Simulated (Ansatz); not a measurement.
Crystal: MgS.

```
S Mg
1.0
     0.00000    2.83312    2.83312
     2.83312    0.00000    2.83312
     2.83312    2.83312    0.00000
S Mg
1 1
Direct
  0.25000 0.25000 0.25000
  0.00000 0.00000 0.00000
```

The cell comes from a database or a generator and needn't be the stable form of this composition.

Program: Ansatz 0.2.0. Alike in all runs: cell as given.

Order these runs on this cell by their band gap on the k mesh, lowest first.
A. level LDA+D4; potentials or basis JTH PAW; spin non-collinear, ferromagnetic start; k mesh 8 × 8 × 8; cutoff (eV) 900; smearing cold 0.05 eV; mesh quality not flagged
B. level PBE0; potentials or basis Ansatz PAW; spin off; k mesh 6 × 6 × 6; cutoff (eV) 420; smearing fermi-dirac 0.05 eV; points for each segment of the path 4; mesh quality not flagged
C. level HSE06; potentials or basis Ansatz PAW; spin off; k mesh 6 × 6 × 6; cutoff (eV) 420; smearing fermi-dirac 0.05 eV; points for each segment of the path 4; mesh quality not flagged
D. level r2SCAN-EpsX; potentials or basis JTH PAW; spin off; k mesh 5 × 5 × 5; cutoff (eV) 900; smearing fixed; points for each segment of the path 4; mesh quality not flagged
E. level r2SCANh; potentials or basis JTH PAW; spin collinear, program default start; k mesh 4 × 4 × 4; cutoff (eV) 900; smearing gaussian 0.01 eV; mesh quality coarse

A (3.16 eV), C (4.52 eV), E (4.70 eV), B (5.20 eV), D (5.69 eV).

Caveats: some runs use coarse meshes.

A k mesh can miss the band edges.

Not every run made on this cell is shown here.
